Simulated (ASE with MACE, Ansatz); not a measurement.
# Surface chemistry of SnCl4 on hydroxylated HfO2(111)

Which steps of the reaction of SnCl4 with hydroxylated HfO2(111) release energy, and how far does that hang on the level of theory?

Calculated with Ansatz 0.2.0: Kohn-Sham DFT, PBE+D3(BJ), PAW (set soft_2), plane waves; cutoff 420 eV, fermi-dirac smearing of 0.025 eV (for the slabs). Every cell is relaxed with this functional, then solved at fixed geometry with r2SCAN+D4, PBE+D3(BJ) on a denser mesh, PBE and RPBE+D3(BJ). Cutoffs: 420 eV for PBE+D3(BJ), PBE and RPBE+D3(BJ); 500 eV for r2SCAN+D4.

**The cells**

The cell holds 63 atoms: 18 Hf, 39 O and 6 H. Cell: a = 10.776 Å, b = 10.776 Å, c = 22.312 Å, α = 90.0°, β = 90.0°, γ = 120.0°. It derives from HfO2 (hydroxylated HfO2(111)). The starting structure: Fluorite-type HfO2(111), 3 x 3 cells, two O-Hf-O trilayers, three waters split on the upper face (lattice constants typed as starting values near PBE's), about 15 Å of vacuum, lower atoms held. Vacuum lies along c. 27 atoms are held.

- SnCl4 on hydroxylated HfO2(111): one whole molecule of SnCl4 lowered over an O-H group, eased by MACE.
- SnCl4 after losing HCl on hydroxylated HfO2(111): the H of one O-H group replaced by the Sn fragment of SnCl4 less one ligand, eased by MACE.
- SnCl4 fragment with one ligand changed to OH on hydroxylated HfO2(111): the bound fragment with one more ligand replaced by OH, eased by MACE.

Molecules sit alone in boxes of 12 to 15 Å, at Γ at every level, with a smearing of 0.01 eV.

The input of the single point on the relaxed bare surface:

```yaml
crystal:
  lattice:
    - [10.77631, 0.0, 0.0]
    - [-5.38815, 9.33256, 0.0]
    - [0.0, 0.0, 22.31226]
  atoms:
    - { symbol: Hf, position: [0.99101, 0.00266, 0.07846] }
    - { symbol: O, position: [0.00864, 0.01297, 0.17073] }
    - { symbol: Hf, position: [0.2364, 0.12802, 0.20296] }
    - { symbol: O, position: [0.23657, 0.1102, 0.10504] }
    [... 57 atom lines left out ...]
    - { symbol: H, position: [0.55071, 0.86426, 0.32835] }
    - { symbol: H, position: [0.76207, 0.9227, 0.29262] }
kpoints:
  mp_grid: { grid: [1, 1, 1] }
hamiltonian:
  xc: pbe
  dispersion: d3bj
scf:
  occupations: { method: fermi_dirac, width: 0.025 }
output:
  forces: true
  populations: true
  dos:
    method: { smearing: { sigma: 0.08 } }
    de: 0.1
    projected:
      site_lists:
        H: [H]
        Hf: [Hf]
        O: [O]
        slab: [... 63 sites ...]
  eigenvalues: true
  write_density: true
  write_potential: true
  volumetric_format: npy
```

```
                                                                  cell         formula  k-mesh  relaxation steps  gain on relaxing (eV)  free energy, PBE+D3(BJ) (eV)  Kohn-Sham gap (eV)  time of its runs on this page
                                                hydroxylated HfO2(111)       Hf18H6O39   1×1×1                 8                   0.09                   -305305.346                4.23                           33 s
                                       SnCl4 on hydroxylated HfO2(111)  Hf18SnH6Cl4O39   1×1×1                23                   0.38                   -315653.230                3.25                           57 s
                      SnCl4 after losing HCl on hydroxylated HfO2(111)  Hf18SnH5Cl3O39   1×1×1                28                   0.34                   -314556.156                3.03                           68 s
SnCl4 fragment with one ligand changed to OH on hydroxylated HfO2(111)  Hf18SnH6Cl2O40   1×1×1                50                   0.93                   -314059.151                3.51                        1.7 min
                                                                   H2O             H2O   1×1×1                 4                   0.15                      -599.231                6.23                           19 s
                                                                   HCl             HCl   1×1×1                 4                   0.03                     -1096.239                6.80                           17 s
                                                                 SnCl4           SnCl4   1×1×1                 3                   0.01                    -10347.067                3.95                           17 s
```

The gap is that between the highest filled and lowest empty Kohn-Sham level; a dash marks none computed or no clear gap.

**Reaction energies**

Products less reactants, from the free energies above and their like at the other levels, in eV; negative values release energy:

| change | PBE+D3(BJ) | r2SCAN+D4 | PBE+D3(BJ), denser mesh | PBE | RPBE+D3(BJ) |
| --- | --- | --- | --- | --- | --- |
| adsorption of SnCl4 | -0.82 | -0.78 | -0.82 | -0.17 | -1.18 |
| ligand exchange: surface + SnCl4 → bound fragment + HCl | 0.02 | 0.05 | 0.02 | 0.52 | -0.27 |
| co-reactant step: bound fragment + H2O → OH + HCl | 0.00 | -0.16 | 0.00 | 0.09 | -0.29 |

Worked for the first row at PBE+D3(BJ): (-315653.230) − (-305305.346) − (-10347.067) = -0.817 eV (from unrounded energies).

**What the relaxations did**

Bonds are pairs closer than 1.18 times the sum of covalent radii, pairs of two metal atoms left out; a bond counts as made or broken only if it crosses from under that bound to over 1.3 times, or back. All concern the added atoms.

| cell | bonds to the surface at the end | nearest contact (Å) | made in DFT | broken in DFT | largest move (Å) |
| --- | --- | --- | --- | --- | --- |
| SnCl4 on hydroxylated HfO2(111) | 1 O–Sn | Sn–O 2.25 | 1 O–Sn | none | 2.00 |
| SnCl4 after losing HCl on hydroxylated HfO2(111) | 1 O–Sn and 1 Cl–Hf | Sn–O 1.94 | 1 Cl–Hf | none | 2.42 |
| SnCl4 fragment with one ligand changed to OH on hydroxylated HfO2(111) | 2 O–Sn and 1 Hf–O | Sn–O 1.97 | 1 O–Sn and 1 Hf–O | none | 3.87 |

**Findings**

Row 1 releases 0.82 eV at PBE+D3(BJ). The molecule stays whole and bonds to the surface (its most stretched bond, Cl–Sn, goes from 2.32 Å in the gas to 2.38 Å). At the same geometries the levels give -1.18 (RPBE+D3(BJ)) to -0.17 eV (PBE), the denser mesh leaves it within 0.01 eV and the D3 term supplies -0.65 eV of it. Row 2 costs 0.02 eV at PBE+D3(BJ). At the same geometries the levels give -0.27 (RPBE+D3(BJ)) to 0.52 eV (PBE), so its sign hangs on the level, the denser mesh leaves it within 0.01 eV and the D3 term supplies -0.50 eV of it. Row 3 releases 0.00 eV at PBE+D3(BJ). At the same geometries the levels give -0.29 (RPBE+D3(BJ)) to 0.09 eV (PBE), so its sign hangs on the dispersion term, the denser mesh leaves it within 0.01 eV and the D3 term supplies -0.09 eV of it. Counted from the adsorbed state, the exchange costs 0.84 eV, with the by-product taken away as gas.

Limits: These are static energies with no barriers, zero-point energy or heat. Where a gas molecule is taken up, its entropy is lost, which at room temperature and above is worth several tenths of an eV to over 1 eV a molecule and isn't counted. All slabs, the starting one too, were first eased by a machine-learned potential, and one starting arrangement a cell was relaxed; others may lie lower. Only one face is changed, and the cells carry no dipole correction. Levels with D3 or D4 differ in the size of their dispersion terms as well as in the functional. Spin–orbit coupling is left out, which matters for the levels of the heavy elements. In some runs the program notes that the exchange-correlation potential is rough where the density is thin.

[Logs are printed without paths, hosts, clocks, repeated set-up lines and the standing remarks that a program may print on its own settings, such as how far it seeks lower states.]

[Hosts, paths, dates, database ids (printed as entryN), source tags and the programs' standing remarks are cut or masked in the printed files.]
